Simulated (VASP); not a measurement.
Nb:

```
CELL_PARAMETERS angstrom
2.94168 0.00000 0.00000
-1.47084 2.54757 0.00000
0.00000 0.00000 4.80377
ATOMIC_POSITIONS crystal
Nb 0.33333 0.66667 0.25000
Nb 0.66667 0.33333 0.75000
```

This isn't the form of Nb at room conditions, which is bcc.

| Item | Value |
| --- | --- |
| Program | VASP 6.6.1 |
| Task | relaxation of cell and atoms |
| Functional | PBE |
| Potentials or basis | VASP PAW PBE potentials, release 64 (Nb_sv) |
| Cutoff | 600 eV |
| k mesh | 18 × 18 × 10 |
| Occupations | gaussian, width 0.1 eV |
| Spin | no spin polarisation |

At the start: pressure 5.9 GPa; volume 18.00 Å³/atom.

Task: Where does the relaxation end?

Result: Over 10 steps the energy falls by 67.1 meV/atom and the volume is 18.62 Å³/atom (+3.5 %); space group P6_3/mmc (No. 194, to 0.05 Å).

Step by step:
| step | energy change (eV) | largest force (eV/Å) | pressure (GPa) | volume (Å³) |
| --- | --- | --- | --- | --- |
| 1 | 0.0000 | 0.0000 | 5.93 | 36.00 |
| 2 | -0.0202 | 0.0000 | -8.88 | 39.56 |
| 3 | -0.0533 | 0.0000 | -3.03 | 37.96 |
| 4 | -0.1239 | 0.0000 | -3.20 | 38.00 |
| 5 | -0.1269 | 0.0000 | -3.07 | 38.00 |
| 6 | -0.1160 | 0.0000 | 5.27 | 36.13 |
| 7 | -0.1341 | 0.0000 | -0.02 | 37.26 |
| 8 | -0.1341 | 0.0000 | 0.04 | 37.25 |
| 9 | -0.1341 | 0.0000 | 0.04 | 37.25 |
| 10 | -0.1341 | 0.0000 | 0.04 | 37.25 |

Final structure:
```
CELL_PARAMETERS angstrom
2.86610 0.00000 0.00000
-1.43305 2.48212 0.00000
0.00000 0.00000 5.23607
ATOMIC_POSITIONS crystal
Nb 0.33333 0.66667 0.25000
Nb 0.66667 0.33333 0.75000
```
